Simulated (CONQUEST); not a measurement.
The system is AlN.

```
Al N
1.0
     3.08863    0.00000    0.00000
     0.00000    3.08863    0.00000
     0.00000    0.00000    4.36799
Al N
2 2
Direct
  0.00043 0.96432 0.02166
  0.50043 0.46432 0.52166
  0.01692 0.49890 0.76511
  0.51692 0.99890 0.26511
```

The cell comes from a database or a generator and needn't be the stable form of this composition.

The cell isn't the ideal one: atoms moved at random, drawn with an rms of 0.1 Å.

| Quantity | Value |
| --- | --- |
| Program | CONQUEST 1.3 |
| Task | relaxation of the atoms |
| Functional | PBEint |
| Potentials or basis | PseudoDojo NC PBEsol, SZ, grid cutoff 120 Ha |
| k mesh | 9 × 9 × 6 |
| Occupations | fermi-dirac, width 0.1 eV |
| Spin | collinear spin, antiferromagnetic start |
| Starting moments | [0.5, -0.5, 0.0, 0.0] μB |

At the start: volume 10.42 Å³/atom.

Q: Where does the relaxation end?

A: Over 4 steps the energy falls by 65.2 meV/atom; space group F-43m (No. 216, to 0.05 Å); moment 0.00 μB per cell.

Step by step:
| step | energy change (eV) | largest force (eV/Å) |
| --- | --- | --- |
| 1 | 0.0000 | 2.0969 |
| 2 | -0.2545 | 0.3532 |
| 3 | -0.2607 | 0.0596 |
| 4 | -0.2608 | 0.0160 |

Final structure:
```
Al N
1.0
     3.08863    0.00000    0.00000
     0.00000    3.08863    0.00000
     0.00000    0.00000    4.36799
Al N
2 2
Cartesian
  0.0264 3.0318 0.0800
  1.5707 1.4875 2.2640
  0.0259 1.4874 3.3561
  1.5702 3.0317 1.1721
```

Caveat: the potentials were made for another functional, which shifts forces and pressure; the atomic basis is small; the basis of atomic orbitals isn't converged, which shifts pressures, moduli and gaps.
